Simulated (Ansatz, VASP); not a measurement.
Os in VASP and in Ansatz

```
Os
1.0
     2.73410    0.00000    0.00000
    -1.36705    2.36780    0.00000
     0.00000    0.00000    4.31970
Os
2
Direct
  0.66667 0.33333 0.75000
  0.33333 0.66667 0.25000
```

Alike in both runs: task single point; functional PBE; k mesh 11 × 11 × 6; occupations gaussian, width 0.02 eV; no spin polarisation.

|  | VASP | Ansatz |
| --- | --- | --- |
| version | VASP 6.6.1 | Ansatz 0.2.0 |
| potentials or method | VASP PAW PBE potentials, release 64 (Os), cutoff 520 eV | all-electron LAPW, scalar-relativistic |

Ansatz gave:

| Property | Result |
| --- | --- |
| gap on the k mesh at the Fermi level (eV) | none |
| pressure (GPa) | 8.7 |
| largest component of the traceless stress (GPa) | 0.24 |

What did VASP give for the same quantities?

gap on the k mesh at the Fermi level (eV): none; pressure (GPa): 8.8; largest component of the traceless stress (GPa): 0.19.

A gap of «none» marks a metal or a gap that the smearing closes. Ansatz ran all-electron here, so the differences hold the error of VASP's frozen core and of both bases.

The runs have no spin-orbit coupling, so splittings on Os are missing.
